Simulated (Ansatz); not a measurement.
Relaxing Be in the fcc type

First guess:

```xyz
1
Lattice="0.0000 1.7718 1.7718 1.7718 0.0000 1.7718 1.7718 1.7718 0.0000" Properties=species:S:1:pos:R:3 pbc="T T T"
Be    0.0000    0.0000    0.0000
```

Level of theory: DFT, PBE, PAW with Ansatz's default frozen-core files, scalar-relativistic (Ansatz 0.2.0).

Cell and atoms relax within the symmetry of the start on a 20×20×20 k mesh with 0.08 eV Fermi–Dirac smearing.

The start is built from a prototype, known or not as a phase of this compound; the cutoff is 420 eV.

(1) What is the pressure of the first guess?

(2) What does it relax to?

(3) How much energy does the relaxation release?

Answers

(1) -22.9 GPa.

(2) a = 3.158 Å, b = 3.158 Å, c = 3.158 Å, α = 90.00°, β = 90.00°, γ = 90.00° (conventional cell), 7.87 Å³ per atom:
```
CELL_PARAMETERS angstrom
0.00000 1.57895 1.57895
1.57895 0.00000 1.57895
1.57895 1.57895 0.00000
ATOMIC_POSITIONS crystal
Be 0.00000 0.00000 0.00000
```

(3) 298 meV/atom.
